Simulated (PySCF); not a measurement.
Species: C2H2Cl2.
Structure used (PBE0-D3(BJ)/def2-TZVP), in Å, numbered top down from 1:
```xyz
6
C2H2Cl2 angstrom
Cl    -0.068    0.703   -1.935
C      0.070   -0.342   -0.594
C     -0.020    0.036    0.672
Cl    -0.291    1.636    1.195
H      0.244   -1.380   -0.845
H      0.080   -0.691    1.467
```

Computed with PySCF at wB97X-D/pcSseg-2, non-relativistic, on one gas-phase PBE0-D3(BJ)/def2-TZVP geometry that isn't relaxed in the solvent. The solvent is an IEF-PCM continuum (Bondi radii, 1.10 Å for H, scaled by 1.2). Specific hydrogen bonds and non-electrostatic terms are outside this model.

Gas phase at wB97X-D/pcSseg-2: HOMO -9.24 eV, LUMO 1.25 eV, dipole 1.96 D.

Problem. What does the continuum do to the energy, the frontier levels and the dipole at wB97X-D/pcSseg-2 in chloroform?

Solution. 
| solvent | ε | E(solvent) − E(gas) (kJ/mol) | polarisation term (kJ/mol) | distortion of the solute (kJ/mol) | HOMO (eV) | LUMO (eV) | dipole (D) |
| --- | --- | --- | --- | --- | --- | --- | --- |
| chloroform | 4.711 | -8.44 | -9.65 | 1.21 | -9.18 | 1.38 | 2.44 |

The first energy column is the sum of the next two and covers electrostatics alone.

Problem. Which radius a makes the point-dipole formula ΔE = −[(ε − 1)/(2ε + 1)]·μ²/a³ give the value in chloroform, with the gas-phase dipole?

Solution. μ = 0.769 au and |ΔE| = 0.00321 Eh give a = 2.13 Å; the farthest nucleus lies 2.06 Å from the centroid of the nuclei. The formula assumes a rigid point dipole at the centre of a sphere.

Problem. Give the dipole vector in the frame of the coordinates (D, pointing from negative to positive charge), gas and chloroform.

Solution. Gas (0.29, -1.85, 0.57), solvent (0.36, -2.31, 0.71). Its length changes by +25 % and its direction by less than 1°.

The pairwise dispersion term of wB97X-D wasn't added to the energies; at a given geometry it leaves orbitals and properties as they are.
